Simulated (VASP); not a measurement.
# Re (Fm-3m) in VASP: reference runs

Reference runs on Re: the cell as given and a disturbed copy.

Program: VASP 6.6.1. These are calculated values, not measurements. Logs are shortened: lines on timing, memory, paths and dates and some standing lists are left out, and cuts for length are marked.

### 1 Starting point

It takes space group Fm-3m (No. 225, cubic). The conventional cell has a = 3.950 Å, b = 3.950 Å, c = 3.950 Å, α = 90.00°, β = 90.00°, γ = 90.00°. Around Re (site symmetry m-3m) lie 12 Re at 2.79 Å.

This isn't the form of Re at room conditions, which is hcp.

### 2 Single point, PBE

File INCAR:

```
PREC = Accurate ; ENCUT = 520
EDIFF = 1E-7 ; ISMEAR = -1
SIGMA = 0.05 ; LREAL = F
LASPH = T ; NELM = 80
ALGO = Normal ; ISIF = 2
LWAVE = F ; LCHARG = F
GGA = PE ; NBANDS = 10
```

File KPOINTS:

```
regular mesh
0
Gamma
  12 12 12
```

File POSCAR:

```
Re
1.0
    0.0000000000      1.9750000000      1.9750000000
    1.9750000000      0.0000000000      1.9750000000
    1.9750000000      1.9750000000      0.0000000000
Re
1
Direct
    0.0000000000      0.0000000000      0.0000000000
```

Potentials or basis: VASP PAW PBE potentials, release 64 (Re).

Command:

```console
cat potpaw_PBE.64/Re/POTCAR > POTCAR
mpirun -np 1 vasp_std > vasp.out
```

OUTCAR:

```text
PREC = Accurate
   ENCUT = 520
   EDIFF = 1E-7
   ISMEAR = -1
   LREAL = F
   LASPH = T
   NELM = 80
   ISIF = 2
   GGA = PE

 ion  position               nearest neighbor table
   1  0.000  0.000  0.000-

  LATTYP: Found a face centered cubic cell.
 ALAT       =     3.9500000000

  Lattice vectors:

 A1 = (   0.0000000000,   1.9750000000,   1.9750000000)
 A2 = (   1.9750000000,   0.0000000000,   1.9750000000)
 A3 = (   1.9750000000,   1.9750000000,   0.0000000000)

Analysis of symmetry for initial positions (statically):
=====================================================================
 Subroutine PRICEL returns:
 Original cell was already a primitive cell.

 Routine SETGRP: Setting up the symmetry group for a
 face centered cubic supercell.

 Subroutine GETGRP returns: Found 48 space group operations
 (whereof 48 operations were pure point group operations)
 out of a pool of 48 trial point group operations.

The static configuration has the point symmetry O_h .

Analysis of symmetry for dynamics (positions and initial velocities):
=====================================================================
 Subroutine PRICEL returns:
 Original cell was already a primitive cell.

 Routine SETGRP: Setting up the symmetry group for a
 face centered cubic supercell.

 Subroutine GETGRP returns: Found 48 space group operations
 (whereof 48 operations were pure point group operations)
 out of a pool of 48 trial point group operations.

The dynamic configuration has the point symmetry O_h .

 Subroutine INISYM returns: Found 48 space group operations
 (whereof 48 operations are pure point group operations),
 and found     1 'primitive' translations

----------------------------------------------------------------------------------------

                                     Primitive cell

  volume of cell :      15.4075

  direct lattice vectors                    reciprocal lattice vectors
     0.000000000  1.975000000  1.975000000    -0.253164557  0.253164557  0.253164557
     1.975000000  0.000000000  1.975000000     0.253164557 -0.253164557  0.253164557
     1.975000000  1.975000000  0.000000000     0.253164557  0.253164557 -0.253164557

  length of vectors
     2.793071786  2.793071786  2.793071786     0.438493875  0.438493875  0.438493875

  position of ions in fractional coordinates (direct lattice)
     0.000000000  0.000000000  0.000000000

  ion indices of the primitive-cell ions
   primitive index   ion index
                 1           1

----------------------------------------------------------------------------------------

 KPOINTS: regular mesh

Automatic generation of k-mesh.
 Grid dimensions read from file:
 generate k-points for:   12   12   12

 Generating k-lattice:

  Cartesian coordinates                     Fractional coordinates (reciprocal lattice)
    -0.021097046  0.021097046  0.021097046     0.083333333  0.000000000  0.000000000
     0.021097046 -0.021097046  0.021097046     0.000000000  0.083333333  0.000000000
     0.021097046  0.021097046 -0.021097046     0.000000000  0.000000000  0.083333333

  Length of vectors
     0.036541156  0.036541156  0.036541156

  Shift w.r.t. Gamma in fractional coordinates (k-lattice)
     0.000000000  0.000000000  0.000000000

 Subroutine IBZKPT returns following result:
 ===========================================

 Found     72 irreducible k-points:

 Following reciprocal coordinates:
            Coordinates               Weight
  0.000000  0.000000  0.000000      1.000000
  0.083333  0.000000  0.000000      8.000000
  0.166667  0.000000  0.000000      8.000000
  0.250000  0.000000  0.000000      8.000000
  0.333333  0.000000  0.000000      8.000000
  0.416667  0.000000  0.000000      8.000000
[... 42 lines left out ...]
  0.333333  0.250000  0.083333     24.000000
  0.416667  0.250000  0.083333     48.000000
 [... further k-points ...]
   k-points           NKPTS =     72   k-points in BZ     NKDIM =     72   number of bands    NBANDS=     10
   number of dos      NEDOS =    301   number of ions     NIONS =      1
   total plane-waves  NPLWV =  13824
   dimension x,y,z NGX =    24 NGY =   24 NGZ =   24
   dimension x,y,z NGXF=    48 NGYF=   48 NGZF=   48
   ions per type =               1
   NGX,Y,Z   is equivalent  to a cutoff of  14.28, 14.28, 14.28 a.u.
   NGXF,Y,Z  is equivalent  to a cutoff of  28.57, 28.57, 28.57 a.u.
 SYSTEM =  unknown system
   PREC   = accura    normal or accurate (medium, high low for compatibility)
   ISTART =      0    job   : 0-new  1-cont  2-samecut
   ICHARG =      2    charge: 1-file 2-atom 10-const
   ISPIN  =      1    spin polarized calculation?
   LNONCOLLINEAR =      F non collinear calculations
   LSORBIT =      F    spin-orbit coupling
   LASPH  =      T    aspherical Exc in radial PAW
   ENCUT  =  520.0 eV  38.22 Ry    6.18 a.u.   5.19  5.19  5.19*2*pi/ulx,y,z
   NELM   =     80;   NELMIN=  2; NELMDL= -5     # of ELM steps
   EDIFF  = 0.1E-06   stopping-criterion for ELM
   LREAL  =      F    real-space projection
   EDIFFG = 0.1E-05   stopping-criterion for IOM
   NSW    =      0    number of steps for IOM
   IBRION =     -1    ionic relax: 0-MD 1-quasi-New 2-CG
   NFREE  =      0    steps in history (QN), initial steepest desc. (CG)
   ISIF   =      2    stress and relaxation
   ISYM   =      2    0-nonsym 1-usesym 2-fastsym
   POTIM  = 0.5000    time-step for ionic-motion
   TEBEG  =    0.0;   TEEND  =   0.0 temperature during run
   PSTRESS=    0.0 pullay stress
   NELECT =       7.0000    total number of electrons
   NUPDOWN=      -1.0000    fix difference up-down
   EMIN   =  10.00;   EMAX   =-10.00  energy-range for DOS
   EFERMI =   0.00;   METHOD = LEGACY
   ISMEAR =    -1;   SIGMA  =   0.05  broadening in eV -4-tet -1-fermi 0-gaus
   EFERMI_NEDOS =   21; number of points for ismear=-14 and -15
   IALGO  =     38    algorithm
   IMIX   =      4    mixing-type and parameters
     AMIX     =   0.40;   BMIX     =  1.00
     AMIX_MAG =   1.60;   BMIX_MAG =  1.00
  volume/ion in A,a.u.               =      15.41       103.97
  Fermi-wavevector in a.u.,A,eV,Ry     =   1.258531  2.378278 21.550255  1.583899
  Thomas-Fermi vector in A             =   2.392135
   LORBIT       =      0    0 simple, 1 ext, 2 COOP (PROOUT), +10 PAW based schemes
   GGA     = PE    functional components
   LHFCALC =     F    Hartree Fock is set to
   AEXX    =    0.0000 exact exchange contribution
   IVDW    =     0    specifies the selected vdW correction
   LEPSILON=     F    determine dielectric tensor
   LRPA    =     F    only Hartree local field effects (RPA)
 non-spin polarized calculation
  energy-cutoff  :      520.00
  volume of cell :       15.41
 maximum number of plane-waves:       432
 NGX is ok and might be reduce to    24
   NGX = 11   NGY = 11   NGZ = 11

 number of electron       7.0000000 magnetization

 Free energy of the ion-electron system (eV)
  ---------------------------------------------------
  ext. energy  EPLUGINS =         0.00000000
  ---------------------------------------------------
  free energy    TOTEN  =       -12.35576031 eV

  energy without entropy =      -12.35017787  energy(sigma->0) =      -12.35296909

 E-fermi :   7.5679     XC(G=0): -13.4793

 val. band max:        7.5176636252   @ k =   0.5000   0.4167   0.0833
 cond. band min:       7.5773335842   @ k =  -0.1667   0.2500   0.0833
 fundamental gap:      0.0596699590
 Fermi energy:         7.5679298136

 k-point     1 :       0.0000    0.0000    0.0000
  band No.  band energies     occupation
      1      -2.2188      2.00000
      2       5.7893      2.00000
      3       5.7893      2.00000
      4       5.7893      2.00000
      5       8.7604      0.00000
      6       8.7604      0.00000
      7      21.4558      0.00000
      8      26.8554      0.00000
      9      26.8554      0.00000
     10      26.8554      0.00000

 k-point     2 :       0.0833    0.0000    0.0000
  band No.  band energies     occupation
      1      -1.9146      2.00000
      2       5.5907      2.00000
      3       5.9276      2.00000
      4       5.9276      2.00000
      5       8.6559      0.00000
      6       8.6559      0.00000
      7      22.0340      0.00000
      8      25.4647      0.00000
      9      27.4047      0.00000
     10      27.4047      0.00000

 k-point     3 :       0.1667    0.0000    0.0000
  band No.  band energies     occupation
      1      -1.0778      2.00000
      2       5.1738      2.00000
      3       6.2042      2.00000
      4       6.2042      2.00000
      5       8.5429      0.00000
      6       8.5429      0.00000
      7      22.9583      0.00000
      8      23.9230      0.00000
      9      28.9417      0.00000
     10      28.9417      0.00000

 k-point     4 :       0.2500    0.0000    0.0000
  band No.  band energies     occupation
      1       0.0060      2.00000
      2       4.9872      2.00000
      3       6.2341      2.00000
      4       6.2341      2.00000
      5       8.9100      0.00000
      6       8.9100      0.00000
      7      21.3122      0.00000
      8      24.7669      0.00000
      9      31.1179      0.00000
     10      31.2785      0.00000
[... 430 lines left out ...]
 k-point    38 :      -0.4167    0.3333    0.0000
  band No.  band energies     occupation
      1       2.2724      2.00000
      2       3.3230      2.00000
      3       6.3654      2.00000
      4       8.7460      0.00000
      5      10.9411      0.00000
      6      15.1658      0.00000
      7      16.3409      0.00000
      8      21.3369      0.00000
      9      23.7187      0.00000
     10      28.7036      0.00000

 k-point    39 :      -0.3333    0.3333    0.0000
  band No.  band energies     occupation
      1       2.8122      2.00000
      2       3.8695      2.00000
      3       5.5262      2.00000
      4       8.1398      0.00002
      5      10.1122      0.00000
      6      14.0227      0.00000
      7      19.1511      0.00000
      8      19.9944      0.00000
      9      25.9803      0.00000
     10      27.4026      0.00000

 k-point    40 :       0.4167    0.4167    0.0000
  band No.  band energies     occupation
      1       1.3168      2.00000
      2       2.1778      2.00000
      3       8.9220      0.00000
      4      10.9000      0.00000
      5      11.0123      0.00000
      6      11.0123      0.00000
      7      20.6961      0.00000
      8      20.6961      0.00000
      9      21.6257      0.00000
     10      28.5228      0.00000

 [... further k-points ...]

------------------------ aborting loop because EDIFF is reached ----------------------------------------

  FORCE on cell =-STRESS in cart. coord.  units (eV):
  Direction    XX          YY          ZZ          XY          YZ          ZX
  --------------------------------------------------------------------------------------
  -------------------------------------------------------------------------------------
  Total       -0.9382923     -0.9382923     -0.9382923      0.0000000      0.0000000     -0.0000000
  in kB      -97.5702598    -97.5702598    -97.5702598      0.0000000      0.0000000     -0.0000000
  external PRESSURE =     -97.5702598 kB  Pullay stress =       0.0000000 kB

 VOLUME and BASIS-vectors are now :
 -----------------------------------------------------------------------------
  energy-cutoff  :      520.00
  volume of cell :       15.41
      direct lattice vectors                 reciprocal lattice vectors
     0.000000000  1.975000000  1.975000000    -0.253164557  0.253164557  0.253164557
     1.975000000  0.000000000  1.975000000     0.253164557 -0.253164557  0.253164557
     1.975000000  1.975000000  0.000000000     0.253164557  0.253164557 -0.253164557

 POSITION                                       TOTAL-FORCE (eV/Angst)
 -----------------------------------------------------------------------------------
      0.00000      0.00000      0.00000         0.000000     -0.000000     -0.000000
 -----------------------------------------------------------------------------------
    total drift:                                0.000000     -0.000000     -0.000000

  FREE ENERGIE OF THE ION-ELECTRON SYSTEM (eV)
  ---------------------------------------------------
  free  energy   TOTEN  =       -12.3557603138 eV

  energy  without entropy=      -12.3501778711  energy(sigma->0) =      -12.35296909
```

Run time: 7 s. Hardware: 1 thread of Intel Xeon Platinum 8488C (Sapphire Rapids), shared host; peak memory 0.14 GiB.

What came out:

```yaml
Free_energy: -12.3558 eV
Pressure: -9.8 GPa
Band_gap_on_the_k_mesh: none (metal or under the smearing width)
```

### 3 Single point, PBE (cell strained at random at fixed volume)

File INCAR:

```
SYSTEM = Re
ALGO     = Normal         ! electronic algorithm
EDIFF    = 1E-7           ! SCF threshold, eV
ENCUT    = 520            ! plane-wave cutoff, eV
GGA      = PE             ! functional
ISIF     = 2              ! what is computed and relaxed
ISMEAR   = -1             ! smearing method
LASPH    = .TRUE.         ! aspherical terms in the spheres
LCHARG   = .FALSE.        ! write CHGCAR
LREAL    = .FALSE.        ! projectors in reciprocal space
LWAVE    = .FALSE.        ! write WAVECAR
NBANDS   = 10             ! bands
NELM     = 80             ! most SCF steps
PREC     = Accurate       ! precision mode
SIGMA    = 0.05           ! smearing width, eV
```

File KPOINTS:

```
k-points
0
G
  12 12 12
  0 0 0
```

File POSCAR:

```
Re
1.0
   -0.0117740000      2.0232750000      1.9657670000
    1.9102210000      0.0375290000      1.9164640000
    1.9826960000      2.0464470000     -0.0349460000
Re
1
Direct
   -0.0134580000      0.0104660000      0.0107260000
```

Potentials or basis: VASP PAW PBE potentials, release 64 (Re).

Command:

```console
cat potpaw_PBE.64/Re/POTCAR > POTCAR
mpirun -np 1 vasp_std > vasp.out
```

OUTCAR:

```text
SYSTEM = Re
   EDIFF = 1E-7
   ENCUT = 520
   GGA = PE
   ISIF = 2
   ISMEAR = -1
   LASPH = .TRUE.
   LREAL = .FALSE.
   NELM = 80
   PREC = Accurate

 ion  position               nearest neighbor table
   1  0.987  0.010  0.011-

  LATTYP: Found a triclinic cell.
 ALAT       =     2.8016076000
 B/A-ratio  =     1.0083922788
 C/A-ratio  =     0.9659235485
 COS(alpha) =     0.0030798993
 COS(beta)  =     0.4650732667
 COS(gamma) =     0.5174194923

  Lattice vectors:

 A1 = (   0.0724750000,   2.0089180000,  -1.9514100000)
 A2 = (   1.9944700000,   0.0231720000,  -2.0007130000)
 A3 = (  -1.9102210000,  -0.0375290000,  -1.9164640000)

Analysis of symmetry for initial positions (statically):
=====================================================================
 Subroutine PRICEL returns:
 Original cell was already a primitive cell.

 Routine SETGRP: Setting up the symmetry group for a
 triclinic supercell.

 Subroutine GETGRP returns: Found  2 space group operations
 (whereof  1 operations were pure point group operations)
 out of a pool of  2 trial point group operations.

The static configuration has the point symmetry C_1 .
 The point group associated with its full space group is S_2 .

Analysis of symmetry for dynamics (positions and initial velocities):
=====================================================================
 Subroutine PRICEL returns:
 Original cell was already a primitive cell.

 Routine SETGRP: Setting up the symmetry group for a
 triclinic supercell.

 Subroutine GETGRP returns: Found  2 space group operations
 (whereof  1 operations were pure point group operations)
 out of a pool of  2 trial point group operations.

The dynamic configuration has the point symmetry C_1 .
 The point group associated with its full space group is S_2 .

 Subroutine INISYM returns: Found  2 space group operations
 (whereof  1 operations are pure point group operations),
 and found     1 'primitive' translations

[... 144 lines left out ...]
   LHFCALC =     F    Hartree Fock is set to
   AEXX    =    0.0000 exact exchange contribution
   IVDW    =     0    specifies the selected vdW correction
   LEPSILON=     F    determine dielectric tensor
   LRPA    =     F    only Hartree local field effects (RPA)
 non-spin polarized calculation
  energy-cutoff  :      520.00
  volume of cell :       15.41
 maximum number of plane-waves:       426
 NGX is ok and might be reduce to    24
   NGX = 11   NGY = 11   NGZ = 11

 number of electron       7.0000000 magnetization

 Free energy of the ion-electron system (eV)
  ---------------------------------------------------
  ext. energy  EPLUGINS =         0.00000000
  ---------------------------------------------------
  free energy    TOTEN  =       -12.31563317 eV

  energy without entropy =      -12.30818440  energy(sigma->0) =      -12.31190879

 E-fermi :   7.6071     XC(G=0): -13.4770

 val. band max:        7.6029153913   @ k =   0.2500   0.4167   0.5000
 cond. band min:       7.6094884211   @ k =   0.0833   0.2500   0.1667
 fundamental gap:      0.0065730298
 Fermi energy:         7.6070585543

 k-point     1 :       0.0000    0.0000    0.0000
  band No.  band energies     occupation
      1      -2.2155      2.00000
      2       5.3278      2.00000
      3       5.6019      2.00000
      4       6.4091      2.00000
      5       8.5011      0.00000
      6       9.0845      0.00000
      7      21.4469      0.00000
      8      26.0788      0.00000
      9      26.6589      0.00000
     10      27.9830      0.00000
[... 495 lines left out ...]
 k-point    40 :      -0.3333    0.2500    0.0000
  band No.  band energies     occupation
      1       3.1203      2.00000
      2       4.3327      2.00000
      3       5.0265      2.00000
      4       7.0708      1.99996
      5       9.3444      0.00000
      6      13.9646      0.00000
      7      18.5119      0.00000
      8      22.8057      0.00000
      9      25.6098      0.00000
     10      27.9698      0.00000

 [... further k-points ...]

------------------------ aborting loop because EDIFF is reached ----------------------------------------

  FORCE on cell =-STRESS in cart. coord.  units (eV):
  Direction    XX          YY          ZZ          XY          YZ          ZX
  --------------------------------------------------------------------------------------
  -------------------------------------------------------------------------------------
  Total       -0.5035400     -1.3961600     -0.6092501     -0.6136671     -0.1706552      0.8941282
  in kB      -52.3616554   -145.1826003    -63.3541334    -63.8134542    -17.7459310     92.9777766
  external PRESSURE =     -86.9661297 kB  Pullay stress =       0.0000000 kB

 VOLUME and BASIS-vectors are now :
 -----------------------------------------------------------------------------
  energy-cutoff  :      520.00
  volume of cell :       15.41
      direct lattice vectors                 reciprocal lattice vectors
    -0.011774000  2.023275000  1.965767000    -0.254633282  0.250951080  0.248889569
     1.910221000  0.037529000  1.916464000     0.265685707 -0.252936275  0.261927189
     1.982696000  2.046447000 -0.034946000     0.246877752  0.245180745 -0.250874764

 POSITION                                       TOTAL-FORCE (eV/Angst)
 -----------------------------------------------------------------------------------
      0.02964      2.01839      1.95899         0.000000     -0.000000      0.000000
 -----------------------------------------------------------------------------------
    total drift:                               -0.000000      0.000000     -0.000000

  FREE ENERGIE OF THE ION-ELECTRON SYSTEM (eV)
  ---------------------------------------------------
  free  energy   TOTEN  =       -12.3156331725 eV

  energy  without entropy=      -12.3081844050  energy(sigma->0) =      -12.31190879
```

Run time: 63 s. Hardware: 1 thread of Intel Xeon Platinum 8488C (Sapphire Rapids), shared host; peak memory 0.25 GiB.

What came out:

```yaml
Free_energy: -12.3156 eV
Pressure: -8.7 GPa
Band_gap_on_the_k_mesh: none (metal or under the smearing width)
```

Spin-orbit coupling is left out, which matters for the levels of Re.
